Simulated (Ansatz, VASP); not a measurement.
# MgB2 in VASP and in Ansatz

Contents of INCAR:

```
SYSTEM = MgB2
PREC = Accurate ; ENCUT = 520
EDIFF = 1E-6 ; ISMEAR = 0
SIGMA = 0.1 ; LREAL = .FALSE.
LASPH = .TRUE. ; NELM = 100
ALGO = Normal ; ISIF = 2
LWAVE = .FALSE. ; LCHARG = .TRUE.
GGA = PS ; LELF = .TRUE.
LVHAR = .TRUE. ; NBANDS = 11
```

Contents of KPOINTS:

```
regular mesh
0
G
  15 15 12
  0 0 0
```

Contents of POSCAR:

```
MgB2
1.0
    3.0775350038      0.0000000000      0.0000000000
   -1.5387675019      2.6652234943      0.0000000000
    0.0000000000      0.0000000000      3.6201643400
Mg B
1 2
Direct
    0.0000000000      0.0000000000      0.0000000000
    0.3333333333      0.6666666667      0.5000000000
    0.6666666667      0.3333333333      0.5000000000
```

Input for Ansatz:

```yaml
crystal:
  lattice:
    - [3.0775350038, 0.0, 0.0]
    - [-1.5387675019, 2.6652234943, 0.0]
    - [0.0, 0.0, 3.62016434]
  atoms:
    - { symbol: Mg, position: [0.0, 0.0, 0.0] }
    - { symbol: B, position: [0.3333333333, 0.6666666667, 0.5] }
    - { symbol: B, position: [0.6666666667, 0.3333333333, 0.5] }
basis:
  ecutwfc: 420
kpoints:
  mp_grid: { grid: [15, 15, 12] }
hamiltonian:
  xc: pbesol
scf:
  occupations: { method: gaussian, width: 0.1 }
output:
  forces: true
  stress: true
  eigenvalues: true
  write_density: true
  write_potential: true
  elf: true
  volumetric_format: npy
```

Alike in both runs: task single point; functional PBEsol; k mesh 15 × 15 × 12; occupations gaussian, width 0.1 eV; no spin polarisation.

|  | VASP | Ansatz |
| --- | --- | --- |
| version | VASP 6.6.1 | Ansatz 0.2.0 |
| potentials or method | VASP PAW PBE potentials, release 64 (Mg, B) | scalar-relativistic, plane waves, PAW |
| plane-wave cutoff (eV) | 520 | 420 |
| valence electrons in the cell | 8 | 16 |

|  | VASP | Ansatz | Ansatz less VASP |
| --- | --- | --- | --- |
| gap on the k mesh at the Fermi level (eV) | none | none | - |
| pressure (GPa) | -5.1 | -5.0 | +0.04 |
| largest component of the traceless stress (GPa) | 4.00 | 3.82 | -0.177 |

A gap of «none» marks a metal or a gap that the smearing closes. The functional is the same, so the differences come from potentials, cutoffs and numerics. The two sets of potentials don't hold the same shells in valence.

Caveats: the PAW data sets were made with another functional, which shifts forces and pressure a little (VASP).
